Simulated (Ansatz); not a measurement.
# TiCo: one candidate of a structure search, part 2 of 2

Aim: relax a trial structure of TiCo and see where it ends.

Ansatz 0.2.0; DFT PBE, scalar-relativistic, plane waves, PAW. Earlier steps stand in the parts before.

### 4 Full relaxation

The end of the coarse run is made exact in the group found at a tolerance of 0.06 Å and reduced to its primitive cell.

input.yaml

```yaml
crystal:
  lattice:
    - [3.9104496311, 0.0, 0.0]
    - [-1.9552248155, 3.3865487207, 0.0]
    - [0.0, 0.0, 2.5112249428]
  atoms:
    - { symbol: Ti, position: [0.3333333333, 0.6666666667, 0.5], spin: 0.27 }
    - { symbol: Co, position: [0.0, 0.0, 0.5] }
basis:
  ecutwfc: 420
kpoints:
  mp_grid: { grid: [18, 18, 22] }
hamiltonian:
  xc: pbe
scf:
  occupations: { method: gaussian, width: 0.1 }
output:
  forces: true
  stress: true
  eigenvalues: true
  populations: true
  write_density: true
  write_potential: true
  elf: true
  volumetric_format: npy
magnetization:
  spin_polarized: true
relax:
  adjacent_minimum: "off"
  f_tol: 0.01
  max_steps: 80
  cell: { stress_tol: 0.05 }
```

Command:

```
$ ansatz run input.yaml --threads 1 --pin off --max-ram 2560MiB --backend cpu --events-out ev --progress --plain --runs-dir out
```

Output:

```text
Warning: RAYON_NUM_THREADS=1 ignored (pool sized by the plan → 1); use --threads N
Engine: ansatz 0.2.0, aarch64-unknown-linux-gnu
Pseudopotentials: kind: paw
Pseudopotential: Ti, paw, valence charge 12, recommended cutoff 420 eV (normal), Ti.paw.azcp
Pseudopotential: Co, paw, valence charge 17, recommended cutoff 420 eV (normal), Co.paw.azcp
Functional definition: PBE
  parameter kappa = 0.804
  parameter beta = 0.06672455060314922
  exchange = pbe_x(kappa = kappa, mu = beta*pi^2/3)
  correlation = pbe_c(beta = beta)
Crystal: 2 atoms, lattice volume = 33.256 Å³
Basis set: ecut = 420 eV, 633 PW (Γ), exchange–correlation on 54×54×36 points (8 copies of the dense FFT grid, shifted against one another)
Bands: 19, of which v1, the nominal top of the filled ones, is band 15 counted from 1 (14 counted from 0)
Symmetry: 12 space group operations
Space group: P-6m2 (ITA 187), of the structure as read, at distance tolerance 3.2e-5 Å
Magnetic group: BNS 187.209 (UNI 1439), of the structure as read, at distance tolerance 3.2e-5 Å
k-points: 444 of 7128 (time reversal used)
Non-local potential: Ti, projectors of the file, l = 0: 3, l = 1: 2, l = 2: 3, l = 3: 1
Non-local potential: Co, projectors of the file, l = 0: 3, l = 1: 2, l = 2: 3, l = 3: 1
PAW form: soft (Blöchl's): semilocal exchange-correlation on the pseudo side does not see the compensation charge
PAW one-centre angular grid: Ti, 590 points (default); XC on 64 Gauss nodes
PAW one-centre angular grid: Co, 590 points (default); XC on 64 Gauss nodes
Initial density: superposition of atomic densities (chi_scale 0.1, normalization cell)
Starting moments: Σ|m| = 0.27 μB on 1 of 2 sites
Initial wavefunctions: pseudopotential atomic-orbital guess
Functional: x = pbe(κ = 0.804, μ = 0.2195149727645171), c = pbe(β = 0.06672455060314922)
iter 1 solved again at ethr=2.54e-3 eV; its pass at ethr=3.10e-3 eV (dr2=7.37e-1 eV) is discarded
SCF iter   1: F=—  HF=-7622.150512 eV  |F-HF|=—  |Δ(HF+E_count)|=         —  Δρ=2.57e-2 (↑2.57e-2 ↓2.16e-2)  dr2=7.41e-1  dr2_m=1.05e-2  M=0.128 μB ∫|m|=0.185 μB  β_m=0.30  ethr=2.54e-3  ⟨swp⟩=1.0  Hψ=89120  notcnv=0
Mixer restart at iter 1: flushing history
preconditioner: auto → none  [metal: Δε(μ)=0.005 eV  Ē_g=4.034 eV  σ=0.100 eV  W_gap=0.03  n_scr=8 (ndim 8)  ℏωp=23.2 eV  f_vac=0.000  D(μ)=1.68/eV (n_scr^D=8)  sad-step TF]
SCF iter   2: F=—  HF=-7623.075443 eV  |F-HF|=—  |Δ(HF+E_count)|=   9.25e-1  Δρ=2.04e-2 (↑2.04e-2 ↓1.93e-2)  dr2=6.71e-1  dr2_m=6.91e-3  M=0.107 μB ∫|m|=0.176 μB  β_m=0.56  ethr=2.54e-3  ⟨swp⟩=2.0  Hψ=20679  notcnv=0
SCF iter   3: F=—  HF=-7624.505368 eV  |F-HF|=—  |Δ(HF+E_count)|=    1.43e0  Δρ=3.49e-2 (↑3.49e-2 ↓3.31e-2)  dr2=1.11e0  dr2_m=3.82e-3  M=0.055 μB ∫|m|=0.151 μB  β_m=0.48  ethr=2.31e-3  ⟨swp⟩=3.4  Hψ=35924  notcnv=0  defer=153
SCF iter   4: F=—  HF=-7624.549114 eV  |F-HF|=—  |Δ(HF+E_count)|=   4.37e-2  Δρ=1.01e-2 (↑9.49e-3 ↓1.01e-2)  dr2=1.43e-1  dr2_m=1.60e-3  M=0.041 μB ∫|m|=0.135 μB  β_m=0.47  ethr=2.31e-3  ⟨swp⟩=2.4  Hψ=31536  notcnv=0  defer=479
SCF iter   5: F=—  HF=-7624.608856 eV  |F-HF|=—  |Δ(HF+E_count)|=         —  Δρ=4.50e-3 (↑4.50e-3 ↓2.75e-3)  dr2=6.57e-3  dr2_m=2.73e-3  M=0.005 μB ∫|m|=0.063 μB  β_m=0.47  ethr=4.94e-4  ⟨swp⟩=2.1  Hψ=25931  notcnv=0  defer=479
Mixer restart at iter 5: flushing history
SCF iter   6: F=—  HF=-7624.616071 eV  |F-HF|=—  |Δ(HF+E_count)|=   7.21e-3  Δρ=5.89e-3 (↑2.95e-3 ↓5.89e-3)  dr2=1.53e-2  dr2_m=1.35e-3  M=0.002 μB ∫|m|=0.048 μB  β_m=0.47  ethr=2.26e-5  ⟨swp⟩=2.2  Hψ=31176  notcnv=0  defer=477
SCF iter   7: F=—  HF=-7624.613690 eV  |F-HF|=—  |Δ(HF+E_count)|=   2.38e-3  Δρ=2.97e-3 (↑2.97e-3 ↓1.22e-3)  dr2=2.87e-3  dr2_m=8.29e-4  M=0.001 μB ∫|m|=0.043 μB  β_m=0.49  ethr=2.26e-5  ⟨swp⟩=2.1  Hψ=26991  notcnv=0  defer=474
SCF iter   8: F=—  HF=-7624.614824 eV  |F-HF|=—  |Δ(HF+E_count)|=   1.13e-3  Δρ=1.61e-3 (↑1.61e-3 ↓7.85e-4)  dr2=3.63e-4  dr2_m=4.03e-4  M=-0.000 μB ∫|m|=0.026 μB  β_m=0.42  ethr=9.89e-6  ⟨swp⟩=1.8  Hψ=21410  notcnv=0  defer=472
SCF iter   9: F=—  HF=-7624.615049 eV  |F-HF|=—  |Δ(HF+E_count)|=   2.24e-4  Δρ=7.96e-4 (↑7.96e-4 ↓2.85e-4)  dr2=1.73e-4  dr2_m=5.49e-5  M=-0.000 μB ∫|m|=0.012 μB  β_m=0.57  ethr=1.25e-6  ⟨swp⟩=1.5  Hψ=19658  notcnv=0  defer=472
SCF iter  10: F=—  HF=-7624.615108 eV  |F-HF|=—  |Δ(HF+E_count)|=   5.90e-5  Δρ=6.84e-5 (↑6.43e-5 ↓6.84e-5)  dr2=5.14e-6  dr2_m=4.67e-7  M=0.000 μB ∫|m|=0.000 μB  β_m=0.48  ethr=5.97e-7  ⟨swp⟩=2.0  Hψ=22412  notcnv=0  defer=472
SCF iter  11: F=—  HF=-7624.615093 eV  |F-HF|=—  |Δ(HF+E_count)|=   1.45e-5  Δρ=4.42e-5 (↑4.42e-5 ↓3.32e-5)  dr2=7.61e-8  dr2_m=3.81e-7  M=0.000 μB ∫|m|=0.000 μB  β_m=0.61  ethr=1.77e-8  ⟨swp⟩=2.1  Hψ=23681  notcnv=0  defer=472
SCF iter  12: F=—  HF=-7624.615093 eV  |F-HF|=—  |Δ(HF+E_count)|=   1.50e-8  Δρ=9.98e-6 (↑6.54e-6 ↓9.98e-6)  dr2=9.93e-9  dr2_m=1.05e-8  M=-0.000 μB ∫|m|=0.000 μB  β_m=0.81  ethr=2.62e-10  ⟨swp⟩=2.1  Hψ=23972  notcnv=0  defer=472
SCF iter  13: F=—  HF=-7624.615093 eV  |F-HF|=—  |Δ(HF+E_count)|=   1.61e-8  Δρ=3.32e-6 (↑1.93e-6 ↓3.32e-6)  dr2=1.21e-9  dr2_m=1.86e-9  M=-0.000 μB ∫|m|=0.000 μB  β_m=0.85  ethr=3.42e-11  ⟨swp⟩=2.0  Hψ=27201  notcnv=0  defer=472
SCF iter  14: F=—  HF=-7624.615093 eV  |F-HF|=—  |Δ(HF+E_count)|=  9.40e-10  Δρ=3.69e-7 (↑3.13e-7 ↓3.69e-7)  dr2=2.81e-11  dr2_m=3.10e-11  M=-0.000 μB ∫|m|=0.000 μB  β_m=0.84  ethr=4.17e-12  ⟨swp⟩=2.1  Hψ=25745  notcnv=0  defer=472
SCF iter  15: F=-7624.615093 eV  HF=-7624.615093 eV  |F-HF|=9.09e-12  |Δ(HF+E_count)|=  4.09e-11  Δρ=1.22e-7 (↑1.22e-7 ↓1.08e-7)  dr2=1.48e-11  dr2_m=4.31e-13  M=-0.000 μB ∫|m|=0.000 μB  ethr=1.00e-12  ⟨swp⟩=6.4  Hψ=77323  notcnv=0
WARN: the starting moments were not kept: the SCF closed with an absolute magnetisation of 1.0e-6 μB, where they sum to 0.27 μB in size (1 site). That is at most 0.1 of that sum. Measured as dr2_m measures the in/out step, that magnetisation stands 2.5e-13 eV from none, at or under the dr2_threshold of 1.0e-7 eV: it is no larger than a step whose dr2_m would equal this threshold. The system may hold no moment; this SCF shows only that its start led to no more than that. To try another start: raise the starting moments (crystal.atoms[].spin, magnetization.per_species, magnetization.initial_magnetization, or on a non-collinear deck that types none of these the spinor_matrix: blocks that start its atoms; where the total moment is fixed, keep their sum and leave initial_magnetization as it is; typed ones take the place of any that the run laid by itself, positive ones on a crystal's lanthanoids without a Hubbard term where scf.initial_density.shell_occupations: [] is typed) or, if the notice of its spin-set hold's release reads "site moments contracting" or "site moments show no strong build", lengthen the hold (scf.mixing.spin_hold: { on: { confirm: 4 } }; for m-r²SCAN on two components see the key's manual first). Each may lead to a state that holds a moment. A second SCF, from the converged charge density, with the starting moments and any scf.initial_density.shell_occupations laid on it anew, would have followed, and was not run: the deck does not ask for one (magnetization.retry_lost_moments is false, the default). To let it run, set magnetization.retry_lost_moments: true and run the deck again, where that key's refused combinations let it; where memory then withholds it, that run's warning says so.
SCF 1 converged in 15 iterations: F = -7624.615093 eV  dr2 = 1.48e-11
relax step   1: F+E_penalty+E_count = -7624.61509312 eV  Δ(F+E_penalty+E_count) = +0.000e0 eV  max|allowed force component| = 1.110e-16 eV/Å  Δτ_max = 0.0000 Å  P = -0.337 GPa  Ω = 33.256 Å³  (15 SCF iters, accepted)
[... 16 lines left out ...]
relax step   2: F+E_penalty+E_count = -7624.61559295 eV  Δ(F+E_penalty+E_count) = -4.998e-4 eV  max|allowed force component| = 1.850e-16 eV/Å  Δτ_max = 0.0000 Å  P = -0.053 GPa  Ω = 33.166 Å³  energy of the carried Pulay correction = +3.361e-5 eV  (8 SCF iters, dr2 threshold 2.00e-7 eV, accepted)
[... 14 lines left out ...]
relax step   3: F+E_penalty+E_count = -7624.61568640 eV  Δ(F+E_penalty+E_count) = -9.345e-5 eV  max|allowed force component| = 7.587e-16 eV/Å  Δτ_max = 0.0000 Å  P = +0.053 GPa  Ω = 33.135 Å³  energy of the carried Pulay correction = +4.510e-5 eV  (8 SCF iters, dr2 threshold 2.00e-7 eV, accepted)
[... 13 lines left out ...]
relax step   4: F+E_penalty+E_count = -7624.61568305 eV  Δ(F+E_penalty+E_count) = +3.349e-6 eV  max|allowed force component| = 4.441e-16 eV/Å  Δτ_max = 0.0000 Å  P = -0.003 GPa  Ω = 33.152 Å³  energy of the carried Pulay correction = +3.808e-5 eV  (8 SCF iters, dr2 threshold 1.25e-8 eV, accepted)
[... 13 lines left out ...]
relax step   5: F+E_penalty+E_count = -7624.61564744 eV  Δ(F+E_penalty+E_count) = +3.562e-5 eV  max|allowed force component| = 3.146e-16 eV/Å  Δτ_max = 0.0000 Å  P = -0.003 GPa  Ω = 33.152 Å³  stress off target by 3.44e-3 GPa  SCF on the basis re-selected at this cell (its energy is not comparable with the rows above)  (8 SCF iters)
basis re-selected at this cell: Δ(F+E_penalty+E_count) = +3.562e-5 eV, ΔP = -0.000 GPa vs the last step (what re-selecting the basis moved, of the pressure what is left beyond the Pulay correction that the steps carried, after the strain that the cell walked since its last selection, with what the two solves' SCF thresholds leave and, on support functions, any second-order correction that the steps lacked; it is no measure of the basis error at this ecutwfc). This SCF's stress stands 3.44e-3 GPa from its target on what of the cell is left free (relax.cell.stress_tol is 5.00e-2 GPa) and its largest allowed force component is 3.15e-16 eV/Å (relax.f_tol is 1.00e-2 eV/Å): within both
SCF converged after 8 iterations
Magnetization: -0.0000 μB (14.5000 up, 14.5000 down)
Absolute magnetization: 0.0000 μB (∫|ρ↑−ρ↓|, with the PAW one-centre terms)
Spin contamination: 0.0000 ħ² per cell (⟨S²⟩ above its minimum at these occupations)
Per-site moments (μB) at R_I (Å): [(7.344429362726577e-10, 0.9319841291471885), (-2.735094974617121e-9, 0.9319841291471885)]
Free energy (F): -7624.615647 eV
Harris-Foulkes:  -7624.615647 eV  (|F-HF|=9.09e-12)
Internal energy: -7624.609769 eV  (E = F + TS)
E sigma→0 (E₀):  -7624.612708 eV
Entropy (-TS):   -0.005878 eV (-2.939 meV/atom)
Fermi energy:    12.310207 eV
--- Per-component energies (eV) ---
  E_band       = -514.401315
  E_kinetic    = 734.217759
  E_local      = -4753.026717  (includes V_loc(G=0)·N_el)
  E_nonlocal   = 467.631599
  E_hartree    = 2017.919866
  E_xc         = -256.289808
  E_vxc        = -326.865866  (∫ρ·V_xc dr)
  E_paw        = -2569.283516  (= ΣΔE_a)
  E_vpaw       = -672.198252  (= ΣTr[D̂ρ^β])
  E_aug_tail   = 0.000238  (compensation charges beyond the density's cutoff)
  E_ewald      = -3265.779191
  E_smearing   = -0.005878  (= −TS)
  E_closure    = -0.000000  (closes the sum)
  Σ components = -7624.615647   (vs F -7624.615647, Δ=0.00e0)
--- Forces (eV/Å), atoms counted from 1 ---
  atom   1  Ti    -0.00000000    -0.00000000     0.00000000
  atom   2  Co     0.00000000     0.00000000    -0.00000000
  max |Σ_I F_I| component: 1.11e-16 eV/Å
--- Stress (GPa, compression-positive) ---
       -0.003442      -0.000000      -0.000000
        0.000000      -0.003442       0.000000
       -0.000000       0.000000      -0.002421
  P = ⅓ Tr σ = -0.0031 GPa (-0.031 kbar)
--- Band table (eV; the first three rows and the last of 888) ---
  k-point 0 ↑: bands = ["-82.2185", "-45.5823", "-45.5823", "-45.3900", "-44.3499", "-20.6782", "-20.6782", "-19.8967", "6.2037", "9.7438", "10.8049", "10.8049", "11.5661", "11.9313", "11.9313", "12.0170", "12.0170", "15.8202", "15.8202"]
  k-point 1 ↑: bands = ["-82.2182", "-45.5819", "-45.5819", "-45.3934", "-44.3457", "-20.6750", "-20.6750", "-19.9239", "6.2619", "9.7732", "10.8113", "10.8113", "11.6459", "11.7713", "11.7713", "12.1606", "12.1606", "15.7161", "15.7161"]
  k-point 2 ↑: bands = ["-82.2171", "-45.5810", "-45.5810", "-45.4031", "-44.3335", "-20.6657", "-20.6657", "-20.0029", "6.4342", "9.8595", "10.8295", "10.8295", "11.5581", "11.5581", "11.8818", "12.3273", "12.3273", "15.4404", "15.4404"]
  k-point 443 ↓: bands = ["-82.2009", "-45.6086", "-45.5675", "-45.5532", "-44.0903", "-21.1605", "-20.5397", "-20.5205", "8.9226", "9.9684", "10.1782", "10.6542", "10.9245", "11.2369", "13.5288", "14.6125", "15.2565", "15.6702", "17.8778"]
--- Relaxed structure (4 steps of the walk, 4 accepted, 1 SCFs on fresh bases) ---
  F+E_penalty+E_count = -7624.61564744 eV   max|allowed force component| = 3.146e-16 eV/Å   (the final SCF, on the basis selected at the relaxed cell)
  cell:  # Å, volume = 33.1524 Å³
    - [3.913318457044278, -2.88885940376912e-11, -2.7807175180791836e-19]
    - [-1.9566592284971205, 3.3890331969133114, 1.3903587590218318e-19]
    - [-1.7857299924793432e-19, 1.3034318081072496e-33, 2.499731975525253]
  atoms:
    - { symbol: Ti, position: [0.3333333333333333, 0.6666666666666666, 0.5] }
    - { symbol: Co, position: [2.0673654246781735e-33, -3.700743415524894e-17, 0.5] }
--- Löwdin populations: 2 sites ---
  site symbol       q [e]    m [muB]
     0     Ti     11.7565     0.0000
     1     Co     16.9635    -0.0000
  spilling = 0.009654 (of n_electrons = 29.000000)
```

Run time: 7.6 min. Hardware: 1 thread of Arm Neoverse V2, shared host; peak memory 0.83 GiB.

Step by step:

| step | energy from step 1 (eV/cell) | largest force component (eV/Å) | pressure (GPa) | volume (Å³) |
| --- | --- | --- | --- | --- |
| 1 | 0.0000 | 0.0000 | -0.34 | 33.26 |
| 2 | -0.0005 | 0.0000 | -0.05 | 33.17 |
| 3 | -0.0006 | 0.0000 | 0.05 | 33.13 |
| 4 | -0.0006 | 0.0000 | 0.00 | 33.15 |
| 5 | -0.0006 | 0.0000 | 0.00 | 33.15 |

Step 1 is the start. Step 5 repeats the geometry before it on a plane-wave basis chosen anew for that cell, so its energy need not be comparable with the rows above.

|  | before | after | change |
| --- | --- | --- | --- |
| a (Å) | 3.910 | 3.913 | +0.1 % |
| b (Å) | 3.910 | 3.913 | +0.1 % |
| c (Å) | 2.511 | 2.500 | -0.5 % |
| volume (Å³/atom) | 16.63 | 16.58 | -0.3 % |
| shortest distance (Å) | 2.258 | 2.259 | +0.1 % |
| space group (0.01 Å) | P-6m2 | P-6m2 | same |

The run keeps the 12 symmetry operations of the start, so it could not have lowered the symmetry.

By site:

| atom | Löwdin electrons |
| --- | --- |
| Ti1 | 11.76 |
| Co2 | 16.96 |

The Löwdin counts miss 0.28 of the 29 electrons, which the atomic orbitals do not span, so they are no charges.

Density in a lattice plane of the grid's cell (edges 3.91 and 3.91 Å, at 0.500 of the third edge), which holds Ti and Co.

Ten even steps from ' ' (0.05 e/Å³) to '@' (52.09 e/Å³):
```
**==..                                    ::==**
::..                                      ..::--
                                            ....
                  ....                          
              ..........                        
            ............                        
          ............                          
          ..........                            
          ........                              
                                                
                                                
                                                
                                                
                                                
                                                
                                                
  ....                                          
::--::..                                      ..
****==::                                    ..==
@@##==..                                  ..==##
```
Columns run along the first of these edges and rows up along the second, over one cell in 24 and 20 even steps from the bottom left corner. Atoms in the plane (fractional): Ti at (0.33, 0.67), Co at (1.00, 1.00).

ELF in the same plane.

Ten even steps from '0' (0.04) to '9' (0.98):
```
986322211111111112224799
853222112344421122224688
422221235666542122223455
222222466666643222222222
222124653335642122211111
211246520025642112111112
112465300146531112211122
013565312466410112222221
013566556664100111111110
013566666431000111111100
012344443100000111111000
001122211000000111110000
111111111111111000111111
222222222221111001111222
222222212221111111112221
222222111121111111121111
455432111121110111211112
888642111211000112211235
999742112110000112112369
998632221100000112223689
```
Columns run along the first of these edges and rows up along the second, over one cell in 24 and 20 even steps from the bottom left corner. Atoms in the plane (fractional): Ti at (0.33, 0.67), Co at (1.00, 1.00).

Both are smooth fields of the valence electrons: close to the nuclei they are not physical.

Outside the cores ELF peaks at 0.56 between the atoms, 1.6 Å from Co.

### 5 Changing settings: xc_grid 3, dr2_threshold 1.0e-08

input.yaml

```yaml
crystal:
  lattice:
    - [3.913318457, 0.0, 0.0]
    - [-1.9566592285, 3.3890331969, 0.0]
    - [0.0, 0.0, 2.4997319755]
  atoms:
    - { symbol: Ti, position: [0.3333333333, 0.6666666667, 0.5], spin: 0.27 }
    - { symbol: Co, position: [0.0, 0.0, 0.5] }
basis:
  ecutwfc: 420
  xc_grid: 3
kpoints:
  mp_grid: { grid: [18, 18, 22] }
hamiltonian:
  xc: pbe
scf:
  occupations: { method: gaussian, width: 0.1 }
  convergence: { dr2_threshold: 1.0e-08 }
output:
  forces: true
  eigenvalues: true
  stress: true
magnetization:
  spin_polarized: true
```

Command:

```
$ ansatz run input.yaml --threads 1 --pin off --max-ram 2560MiB --backend cpu --events-out ev --progress --plain --runs-dir out
```

Output (excerpt; [...] marks lines left out):

```text
Warning: output.stress: scf.convergence.dr2_threshold = 1e-8 eV is looser than the 2e-10 eV advised for a printed stress (1e-10 eV for each atom of the cell: 2). What an SCF threshold leaves in a stress goes as its square root, and in the free energy as the threshold itself, and one [...]
Warning: RAYON_NUM_THREADS=1 ignored (pool sized by the plan → 1); use --threads N
[...]
[... 4 set-up lines as earlier in the session ...]
[...]
Crystal: 2 atoms, lattice volume = 33.152 Å³
Basis set: ecut = 420 eV, 633 PW (Γ), exchange–correlation on 81×81×54 points (27 copies of the dense FFT grid, shifted against one another)
Bands: 19, of which v1, the nominal top of the filled ones, is band 15 counted from 1 (14 counted from 0)
[... 2 set-up lines as earlier in the session ...]
Magnetic group: BNS 187.209 (UNI 1439), of the structure as read, at distance tolerance 3.2e-5 Å
k-points: 444 of 7128 (time reversal used)
[...]
WARN: the starting moments were not kept: the SCF closed with an absolute magnetisation of 1.8e-6 μB, where they sum to 0.27 μB in size (1 site). That is at most 0.1 of that sum. Measured as dr2_m measures the in/out step, that magnetisation stands 2.8e-12 eV from none, at or under the [...]
SCF converged after 14 iterations
Magnetization: -0.0000 μB (14.5000 up, 14.5000 down)
Absolute magnetization: 0.0000 μB (∫|ρ↑−ρ↓|, with the PAW one-centre terms)
Spin contamination: 0.0000 ħ² per cell (⟨S²⟩ above its minimum at these occupations)
Per-site moments (μB) at R_I (Å): [(4.4246025339273897e-7, 0.9319841291420716), (-9.473660217523275e-7, 0.9319841291420716)]
Free energy (F): -7624.615652 eV
[...]
E sigma→0 (E₀):  -7624.612713 eV
Entropy (-TS):   -0.005878 eV (-2.939 meV/atom)
Fermi energy:    12.310209 eV
[...]
--- Forces (eV/Å), atoms counted from 1 ---
  atom   1  Ti    -0.00000000     0.00000000     0.00000000
  atom   2  Co     0.00000000    -0.00000000     0.00000000
[...]
--- Stress (GPa, compression-positive) ---
       -0.003469      -0.000000      -0.000000
       -0.000000      -0.003469      -0.000000
       -0.000000      -0.000000      -0.002585
  P = ⅓ Tr σ = -0.0032 GPa (-0.032 kbar)
--- Band table (eV; the first three rows and the last of 888) ---
  k-point 0 ↑: bands = ["-82.2185", "-45.5823", "-45.5823", "-45.3900", "-44.3499", "-20.6782", "-20.6782", "-19.8967", "6.2037", "9.7438", "10.8049", "10.8049", "11.5661", "11.9313", "11.9313", "12.0170", "12.0170", "15.8202", "15.8202"]
[...]
```

It took 1.8 min on 1 thread of Arm Neoverse V2, shared host; peak memory 0.82 GiB.

| run | ending | energy change | pressure (GPa) | gap (eV) | force (eV/Å) | cycles | time |
| --- | --- | --- | --- | --- | --- | --- | --- |
| step 4 | converged | 0 | 0.0 | 0.00 | 0.00 | - | 7.6 min |
| variant | converged | 0.0 meV/atom | 0.0 | 0.00 | 0.00 | 14 | 1.8 min |

Changing the numerical grids and convergence setting hardly moves the energy: 0.0 meV/atom.

### 6 Summary of results

What follows sums up all 2 parts. Changes of volume or cell count from the first structure of part 1.

```
                              quantity                                                                       value
symmetry at the end (tolerance 0.05 Å)                                                 space group P-6m2 (No. 187)
                     conventional cell  a = 3.913 Å, b = 3.913 Å, c = 2.500 Å, α = 90.00°, β = 90.00°, γ = 120.00°
                                volume                                                               16.58 Å³/atom
              energy over the elements                                                               +0.60 eV/atom
                       gap on the mesh                                                                none (metal)
```

**Reading.** The space group P-6m2 (No. 187) is kept, and the volume per atom grows by 27.0 % from the first guess. With a positive formation energy it can't be a ground state. No finished test with a distortion of lower symmetry is shown, so the end may be a saddle point. Other magnetic orders were not searched.
